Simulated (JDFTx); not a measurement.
# Pt (P6_3/mmc) in JDFTx: reference runs

Aim: a first look at Pt with PBE, on the cell as given and on a disturbed one.

Everything below comes from runs of JDFTx 1.7.0 (patched build). Logs are shortened: lines on timing, memory, paths and dates and some standing lists are left out, and cuts for length are marked. The log counts tension as positive stress, the text compression.

**1. The structure**

Symmetry: P6_3/mmc, No. 194, hexagonal system. Conventional cell: a = 2.761 Å, b = 2.761 Å, c = 4.792 Å, α = 90.00°, β = 90.00°, γ = 120.00°. Around Pt (site symmetry -6m2) lie 12 Pt at 2.76 to 2.88 Å.

This isn't the form of Pt at room conditions, which is fcc.

**2. Single point, PBE**

Input file Pt.in:

```
lattice \
    5.2169019355    -2.6084509678     0.0000000000 \
    0.0000000000     4.5179696052     0.0000000000 \
    0.0000000000     0.0000000000     9.0558208125
coords-type Lattice
ion Pt     0.3333333333     0.6666666667     0.2500000000 1
ion Pt     0.6666666667     0.3333333333     0.7500000000 1

ion-species pseudo/Pt.upf
elec-cutoff 42 336
elec-ex-corr gga-PBE
kpoint-folding 11 11 6
elec-smearing Fermi 0.0018374661
elec-n-bands 25
electronic-SCF nIterations 100 energyDiffThreshold 1e-09
electronic-minimize nIterations 30 energyDiffThreshold 1e-7
converge-empty-states yes
forces-output-coords Cartesian

dump-name run.$VAR
dump End Ecomponents EigStats BandEigs Kpoints Forces Stress ElecDensity Dtot KEdensity
```

Potentials or basis: PseudoDojo-SR-PBE-0.5-standard with smoothed tails.

Launch:

```bash
> jdftx -c 1 -i Pt.in -o Pt.out
```

The log of the run:

```text
*************** JDFTx 1.7.0 (patched build) ***************

Input parsed successfully to the following command list (including defaults):
[... the input with its defaults ...]

---------- Setting up symmetries ----------

Found 24 point-group symmetries of the bravais lattice
Found 24 space-group symmetries with basis
Applied RMS atom displacement 3.01198e-10 bohrs to make symmetries exact.

---------- Initializing the Grid ----------
R =
[       5.2169     -2.60845            0  ]
[            0      4.51797            0  ]
[            0            0      9.05582  ]
unit cell volume = 213.444
G =
[    1.20439   0.695355         -0  ]
[          0    1.39071          0  ]
[          0         -0   0.693828  ]
Minimum fftbox size, Smin = [  44  44  76  ]
Chosen fftbox size, S = [  48  48  80  ]

---------- Initializing tighter grid for wavefunction operations ----------
R =
[       5.2169     -2.60845            0  ]
[            0      4.51797            0  ]
[            0            0      9.05582  ]
unit cell volume = 213.444
G =
[    1.20439   0.695355         -0  ]
[          0    1.39071          0  ]
[          0         -0   0.693828  ]
Minimum fftbox size, Smin = [  32  32  56  ]
Chosen fftbox size, S = [  32  32  56  ]

---------- Exchange Correlation functional ----------
Initalized PBE GGA exchange.
Initalized PBE GGA correlation.

---------- Setting up pseudopotentials ----------
Width of ionic core gaussian charges (only for fluid interactions / plotting) set to 0

Reading pseudopotential file 'pseudo/Pt.upf':
  'Pt' pseudopotential, 'PBE' functional
  Generated using ONCVPSP code by D. R. Hamann
  18 valence electrons, 4 orbitals, 8 projectors, 1001 radial grid points, with lMax = 3
    5S    l: 0   occupation:  2.0   eigenvalue: -3.741794
    5P    l: 1   occupation:  6.0   eigenvalue: -2.058655
    5D    l: 2   occupation:  9.0   eigenvalue: -0.225689
    6S    l: 0   occupation:  1.0   eigenvalue: -0.207978
  Core radius for overlap checks: 1.88 bohrs.

Initialized 1 species with 2 total atoms.

Folded 1 k-points by 11x11x6 to 726 k-points.

---------- Setting up k-points, bands, fillings ----------
Reduced to 64 k-points under symmetry.
Computing the number of bands and number of electrons
Calculating initial fillings.
nElectrons:  36.000000   nBands: 25   nStates: 64

----- Setting up reduced wavefunction bases (one per k-point) -----
average nbasis = 2774.988 , ideal nbasis = 2774.928

---------- Setting up ewald sum ----------
Optimum gaussian width for ewald sums = 2.124058 bohr.
Real space sum over 1521 unit cells with max indices [  6  6  4  ]
Reciprocal space sum over 2057 terms with max indices [  5  5  8  ]

---------- Allocating electronic variables ----------
Initializing wave functions:  linear combination of atomic orbitals
Note: number of bands (25) exceeds available atomic orbitals (20)
Pt pseudo-atom occupations:   s ( 2 0 )  p ( 6 )  d ( 10 )
	FillingsUpdate:  mu: +0.763868984  nElectrons: 36.000000
LCAOMinimize: Iter:   0  F: -242.1912669963209908  |grad|_K:  2.620e-03  alpha:  1.000e+00
	FillingsUpdate:  mu: +0.824685414  nElectrons: 36.000000
LCAOMinimize: Iter:   1  F: -242.2791012290732624  |grad|_K:  1.828e-05  alpha:  6.252e-01  linmin:  1.364e-02  cgtest: -1.661e-01
	FillingsUpdate:  mu: +0.824720327  nElectrons: 36.000000
LCAOMinimize: Iter:   2  F: -242.2791058925238872  |grad|_K:  5.201e-06  alpha:  7.147e-01  linmin: -1.763e-03  cgtest:  1.135e-01
	FillingsUpdate:  mu: +0.824630911  nElectrons: 36.000000
LCAOMinimize: Iter:   3  F: -242.2791062935278603  |grad|_K:  6.557e-07  alpha:  7.403e-01  linmin:  1.180e-03  cgtest: -2.717e-02
	FillingsUpdate:  mu: +0.824642415  nElectrons: 36.000000
LCAOMinimize: Iter:   4  F: -242.2791062996200253  |grad|_K:  1.013e-07  alpha:  7.092e-01  linmin:  3.708e-04  cgtest:  6.394e-03
LCAOMinimize: Converged (|Delta F|<1.000000e-06 for 2 iters).

-------- Electronic minimization -----------
Will mix electronic density at each iteration.
	FillingsUpdate:  mu: +0.824642415  nElectrons: 36.000000
	FillingsUpdate:  mu: +0.822726891  nElectrons: 36.000000
SCF: Cycle:  0   F: -242.336636006206447   dF: -5.753e-02   |Residual|: 5.805e-02   |deigs|: 1.674e-01
	FillingsUpdate:  mu: +0.813981432  nElectrons: 36.000000
SCF: Cycle:  1   F: -242.339481192562431   dF: -2.845e-03   |Residual|: 2.044e-02   |deigs|: 1.009e-02
	FillingsUpdate:  mu: +0.812370287  nElectrons: 36.000000
SCF: Cycle:  2   F: -242.339548137675934   dF: -6.695e-05   |Residual|: 8.253e-03   |deigs|: 1.685e-03
	FillingsUpdate:  mu: +0.812366357  nElectrons: 36.000000
SCF: Cycle:  3   F: -242.339552159996089   dF: -4.022e-06   |Residual|: 1.081e-03   |deigs|: 3.559e-04
	FillingsUpdate:  mu: +0.812074085  nElectrons: 36.000000
SCF: Cycle:  4   F: -242.339552138431230   dF: +2.156e-08   |Residual|: 9.601e-04   |deigs|: 3.679e-04
	FillingsUpdate:  mu: +0.812260306  nElectrons: 36.000000
SCF: Cycle:  5   F: -242.339553120554456   dF: -9.821e-07   |Residual|: 1.011e-04   |deigs|: 3.528e-04
	FillingsUpdate:  mu: +0.812244248  nElectrons: 36.000000
SCF: Cycle:  6   F: -242.339553132483701   dF: -1.193e-08   |Residual|: 2.108e-05   |deigs|: 1.084e-04
	FillingsUpdate:  mu: +0.812241969  nElectrons: 36.000000
SCF: Cycle:  7   F: -242.339553134755960   dF: -2.272e-09   |Residual|: 1.642e-05   |deigs|: 3.949e-05
	FillingsUpdate:  mu: +0.812243420  nElectrons: 36.000000
SCF: Cycle:  8   F: -242.339553135709224   dF: -9.533e-10   |Residual|: 4.901e-06   |deigs|: 2.608e-05
	FillingsUpdate:  mu: +0.812244297  nElectrons: 36.000000
SCF: Cycle:  9   F: -242.339553136026552   dF: -3.173e-10   |Residual|: 1.863e-06   |deigs|: 2.135e-05
SCF: Converged (|Delta E|<1.000000e-09 for 2 iters).

Setting wave functions to eigenvectors of Hamiltonian
Converging empty states (this may take a while): |deigs|: 2.551e-04

# Stress tensor in Cartesian coordinates [Eh/a0^3]:
[  2.09205e-05            0            0  ]
[            0  2.09205e-05            0  ]
[            0            0  7.77182e-05  ]

# Ionic positions in lattice coordinates:
ion Pt   0.333333333333333   0.666666666666667   0.250000000000000 1
ion Pt   0.666666666666667   0.333333333333333   0.750000000000000 1

# Forces in Cartesian coordinates:
force Pt   0.000000000000000   0.000000000000000   0.000000000000000 1
force Pt  -0.000000000000000  -0.000000000000000   0.000000000000000 1

# Energy components:
   Eewald =     -197.1744743492509429
       EH =       39.6869971544403484
     Eloc =     -146.7024684414886337
      Enl =       15.9733733605345627
      Exc =      -47.5347368750267094
 Exc_core =       18.8414053648825508
       KE =       74.5716674248032092
-------------------------------------
     Etot =     -242.3382363611056007
       TS =        0.0013167749209490
-------------------------------------
        F =     -242.3395531360265522

IonicMinimize: Iter:   0  F: -242.339553136026552  |grad|_K:  5.024e-36
IonicMinimize: Converged (|grad|_K<1.000000e-04).

#--- Lowdin population analysis ---
# oxidation-state Pt +0.139 +0.139

Dumping 'run.eigStats' ...
	eMin: -2.805262 at state 0 ( [ +0.000000 +0.000000 +0.000000 ] spin 0 )
	HOMO: +0.812217 at state 59 ( [ +0.272727 +0.272727 +0.500000 ] spin 0 )
	mu  : +0.812244
	LUMO: +0.812397 at state 16 ( [ +0.000000 +0.363636 +0.000000 ] spin 0 )
	eMax: +1.583761 at state 0 ( [ +0.000000 +0.000000 +0.000000 ] spin 0 )
	HOMO-LUMO gap: +0.000181
	Optical gap  : +0.009431 at state 40 ( [ +0.090909 +0.454545 +0.000000 ] spin 0 )
Done!
```

It took 3.9 min on 1 thread of Arm Neoverse N1, shared host; peak memory 0.3 GiB.

Results:

* Free energy: -6594.3952 eV
* Pressure: -1.2 GPa
* Band gap on the k mesh: none (metal or under the smearing width)

Spin-orbit coupling is left out, which matters for the levels of Pt.

**3. Single point, PBE (atoms moved at random, drawn with an rms of 0.05 Å)**

Changes to Pt.in since step 2:

```diff
@@ -5,4 +5,4 @@
 coords-type Lattice
-ion Pt     0.3333333333     0.6666666667     0.2500000000 1
-ion Pt     0.6666666667     0.3333333333     0.7500000000 1
+ion Pt     0.3284440000     0.6879730000     0.2528560000 1
+ion Pt     0.6733180000     0.3227900000     0.7433810000 1
```

Potentials or basis: PseudoDojo-SR-PBE-0.5-standard with smoothed tails.

Launch:

```bash
> jdftx -c 1 -i Pt.in -o Pt.out
```

The log of the run:

```text
*************** JDFTx 1.7.0 (patched build) ***************

Input parsed successfully to the following command list (including defaults):
[... the input with its defaults ...]

---------- Setting up symmetries ----------

Found 24 point-group symmetries of the bravais lattice
Found 2 space-group symmetries with basis
Applied RMS atom displacement 0 bohrs to make symmetries exact.

---------- Initializing the Grid ----------
R =
[       5.2169     -2.60845            0  ]
[            0      4.51797            0  ]
[            0            0      9.05582  ]
unit cell volume = 213.444
G =
[    1.20439   0.695355         -0  ]
[          0    1.39071          0  ]
[          0         -0   0.693828  ]
Minimum fftbox size, Smin = [  44  44  76  ]
Chosen fftbox size, S = [  48  48  80  ]

---------- Initializing tighter grid for wavefunction operations ----------
R =
[       5.2169     -2.60845            0  ]
[            0      4.51797            0  ]
[            0            0      9.05582  ]
unit cell volume = 213.444
G =
[    1.20439   0.695355         -0  ]
[          0    1.39071          0  ]
[          0         -0   0.693828  ]
Minimum fftbox size, Smin = [  32  32  56  ]
Chosen fftbox size, S = [  32  32  56  ]

---------- Exchange Correlation functional ----------
Initalized PBE GGA exchange.
Initalized PBE GGA correlation.

---------- Setting up pseudopotentials ----------
Width of ionic core gaussian charges (only for fluid interactions / plotting) set to 0

Reading pseudopotential file 'pseudo/Pt.upf':
  'Pt' pseudopotential, 'PBE' functional
  Generated using ONCVPSP code by D. R. Hamann
  18 valence electrons, 4 orbitals, 8 projectors, 1001 radial grid points, with lMax = 3
    5S    l: 0   occupation:  2.0   eigenvalue: -3.741794
    5P    l: 1   occupation:  6.0   eigenvalue: -2.058655
    5D    l: 2   occupation:  9.0   eigenvalue: -0.225689
    6S    l: 0   occupation:  1.0   eigenvalue: -0.207978
  Core radius for overlap checks: 1.88 bohrs.

Initialized 1 species with 2 total atoms.

Folded 1 k-points by 11x11x6 to 726 k-points.

---------- Setting up k-points, bands, fillings ----------
Reduced to 364 k-points under symmetry.
Computing the number of bands and number of electrons
Calculating initial fillings.
nElectrons:  36.000000   nBands: 25   nStates: 364

----- Setting up reduced wavefunction bases (one per k-point) -----
average nbasis = 2774.988 , ideal nbasis = 2774.928

---------- Setting up ewald sum ----------
Optimum gaussian width for ewald sums = 2.124058 bohr.
Real space sum over 1521 unit cells with max indices [  6  6  4  ]
Reciprocal space sum over 2057 terms with max indices [  5  5  8  ]

---------- Allocating electronic variables ----------
Initializing wave functions:  linear combination of atomic orbitals
Note: number of bands (25) exceeds available atomic orbitals (20)
Pt pseudo-atom occupations:   s ( 2 0 )  p ( 6 )  d ( 10 )
	FillingsUpdate:  mu: +0.763122797  nElectrons: 36.000000
LCAOMinimize: Iter:   0  F: -242.1904497182355840  |grad|_K:  1.102e-03  alpha:  1.000e+00
	FillingsUpdate:  mu: +0.824478832  nElectrons: 36.000000
LCAOMinimize: Iter:   1  F: -242.2790211439503310  |grad|_K:  4.395e-05  alpha:  6.221e-01  linmin:  1.705e-02  cgtest: -5.188e-02
	FillingsUpdate:  mu: +0.824591405  nElectrons: 36.000000
[... 4 lines of inner loops ...]
LCAOMinimize: Iter:   4  F: -242.2791321907034785  |grad|_K:  7.183e-08  alpha:  8.166e-01  linmin:  1.472e-03  cgtest:  1.423e-03
	FillingsUpdate:  mu: +0.824460657  nElectrons: 36.000000
LCAOMinimize: Iter:   5  F: -242.2791321910213185  |grad|_K:  1.214e-08  alpha:  5.420e-01  linmin:  8.332e-03  cgtest: -5.611e-02
LCAOMinimize: Converged (|Delta F|<1.000000e-06 for 2 iters).

-------- Electronic minimization -----------
Will mix electronic density at each iteration.
	FillingsUpdate:  mu: +0.824460657  nElectrons: 36.000000
	FillingsUpdate:  mu: +0.822546351  nElectrons: 36.000000
SCF: Cycle:  0   F: -242.336435405321055   dF: -5.730e-02   |Residual|: 5.707e-02   |deigs|: 1.614e-01
	FillingsUpdate:  mu: +0.814057269  nElectrons: 36.000000
SCF: Cycle:  1   F: -242.339226213993015   dF: -2.791e-03   |Residual|: 2.050e-02   |deigs|: 1.008e-02
	FillingsUpdate:  mu: +0.812400613  nElectrons: 36.000000
SCF: Cycle:  2   F: -242.339301203824334   dF: -7.499e-05   |Residual|: 8.146e-03   |deigs|: 1.781e-03
	FillingsUpdate:  mu: +0.812412027  nElectrons: 36.000000
SCF: Cycle:  3   F: -242.339305290690163   dF: -4.087e-06   |Residual|: 1.068e-03   |deigs|: 3.778e-04
	FillingsUpdate:  mu: +0.812200688  nElectrons: 36.000000
SCF: Cycle:  4   F: -242.339305975867063   dF: -6.852e-07   |Residual|: 5.431e-04   |deigs|: 2.753e-04
	FillingsUpdate:  mu: +0.812299801  nElectrons: 36.000000
SCF: Cycle:  5   F: -242.339306232830012   dF: -2.570e-07   |Residual|: 7.515e-05   |deigs|: 1.323e-04
	FillingsUpdate:  mu: +0.812290980  nElectrons: 36.000000
SCF: Cycle:  6   F: -242.339306257462567   dF: -2.463e-08   |Residual|: 3.319e-05   |deigs|: 6.441e-05
	FillingsUpdate:  mu: +0.812287444  nElectrons: 36.000000
SCF: Cycle:  7   F: -242.339306264537498   dF: -7.075e-09   |Residual|: 1.529e-05   |deigs|: 5.733e-05
	FillingsUpdate:  mu: +0.812285947  nElectrons: 36.000000
SCF: Cycle:  8   F: -242.339306266792732   dF: -2.255e-09   |Residual|: 1.022e-05   |deigs|: 5.133e-05
	FillingsUpdate:  mu: +0.812287236  nElectrons: 36.000000
SCF: Cycle:  9   F: -242.339306267694951   dF: -9.022e-10   |Residual|: 3.314e-06   |deigs|: 4.437e-05
	FillingsUpdate:  mu: +0.812287465  nElectrons: 36.000000
SCF: Cycle: 10   F: -242.339306267998836   dF: -3.039e-10   |Residual|: 2.837e-06   |deigs|: 3.598e-05
SCF: Converged (|Delta E|<1.000000e-09 for 2 iters).

Setting wave functions to eigenvectors of Hamiltonian
Converging empty states (this may take a while): |deigs|: 3.658e-04

# Stress tensor in Cartesian coordinates [Eh/a0^3]:
[  2.44172e-05 -3.50711e-06  5.01771e-06  ]
[ -3.50711e-06  4.78489e-06 -7.27151e-06  ]
[  5.01771e-06 -7.27151e-06  5.83374e-05  ]

# Ionic positions in lattice coordinates:
ion Pt   0.328444000000000   0.687973000000000   0.252856000000000 1
ion Pt   0.673318000000000   0.322790000000000   0.743381000000000 1

# Forces in Cartesian coordinates:
force Pt  -0.001298850648303   0.000514012607829  -0.008656755576057 1
force Pt   0.001298850648303  -0.000514012607829   0.008656755576057 1

# Energy components:
   Eewald =     -197.0964856117919908
       EH =       39.7600202935594069
     Eloc =     -146.8544654917468790
      Enl =       15.9740559734888183
      Exc =      -47.5355950668468807
 Exc_core =       18.8414053163896114
       KE =       74.5730204955605700
-------------------------------------
     Etot =     -242.3380440913873599
       TS =        0.0012621766114644
-------------------------------------
        F =     -242.3393062679988361

IonicMinimize: Iter:   0  F: -242.339306267998836  |grad|_K:  5.063e-03
IonicMinimize: None of the convergence criteria satisfied after 0 iterations.

#--- Lowdin population analysis ---
# oxidation-state Pt +0.139 +0.139

Dumping 'run.eigStats' ...
	eMin: -2.805387 at state 0 ( [ +0.000000 +0.000000 +0.000000 ] spin 0 )
	HOMO: +0.812242 at state 113 ( [ +0.181818 +0.181818 +0.166667 ] spin 0 )
	mu  : +0.812287
	LUMO: +0.812353 at state 213 ( [ +0.272727 -0.363636 -0.166667 ] spin 0 )
	eMax: +1.569915 at state 0 ( [ +0.000000 +0.000000 +0.000000 ] spin 0 )
	HOMO-LUMO gap: +0.000111
	Optical gap  : +0.001014 at state 133 ( [ +0.181818 +0.454545 +0.500000 ] spin 0 )
Done!
```

It took 24 min on 1 thread of Arm Neoverse N1, shared host; peak memory 1.4 GiB.

Results:

```
Free energy            : -6594.3885 eV
Pressure               : -0.9 GPa
Largest force          : 0.451 eV/Å
Band gap on the k mesh : none (metal or under the smearing width)
```

Forces in eV/Å, atoms in the order of the input:
```
Pt  -0.067  0.026 -0.445
Pt   0.067 -0.026  0.445
```

The run has no spin-orbit coupling, so splittings on Pt are missing.
